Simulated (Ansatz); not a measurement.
## WS2 under changes of volume

One of the cells (49.592 Å³/atom); the others are scaled copies at fixed shape and fractional positions:

```xyz
3
Lattice="3.1835 0.0000 0.0000 -1.5918 2.7570 0.0000 0.0000 0.0000 16.9506" Properties=species:S:1:pos:R:3 pbc="T T T"
W     0.0000    0.0000    0.0000
S     0.0000    1.8380    1.5595
S     0.0000    1.8380   15.3911
```

- Program: Ansatz 0.2.0
- Functional: PBEsol
- Potentials or basis: Ansatz PAW
- Cutoff: 420 eV (not typed: the program's choice for these potentials)
- k mesh: 10 × 10 × 2
- Occupations: fermi-dirac, width 0.05 eV
- Spin: no spin polarisation

```csv
volume (Å³/atom),energy over the lowest point (meV/atom),gap on the mesh (eV),largest force (eV/Å)
46.616,?,?,?
47.608,4.67,2.10,0.645
48.600,0.00,2.04,0.244
49.592,3.08,1.98,0.126
50.583,13.13,1.93,0.468
51.575,29.41,1.87,0.785
52.567,51.28,1.82,1.077
```

**Question.** What does the run at 46.616 Å³/atom give?

**Answer.** Energy over the lowest point 18.01 meV/atom; gap on the mesh 2.17 eV; largest force 1.079 eV/Å.

Worked out: A Birch-Murnaghan fit of order 3 (a polynomial in V^(-2/3)) to the other rows has its minimum at 48.68 Å³/atom with B0 = V·E''(V) = 61 GPa and B' = 4.4 at fixed shape and positions, which overstates the stiffness. It gives 18.03 meV/atom at 46.616 Å³/atom, against the run's 18.01. A straight line through the other rows of the gap, of slope -2.83 eV per unit of ln V, extrapolates to 2.16 eV, against the run's 2.17.

Energies are extrapolated to zero smearing.

Caveats: spin-orbit coupling is left out, which moves the levels of the heavy elements; the PAW data sets come from PBE, with cores solved anew for the run's functional, which leaves a small shift of forces and pressure.

A mesh can miss the band edges.
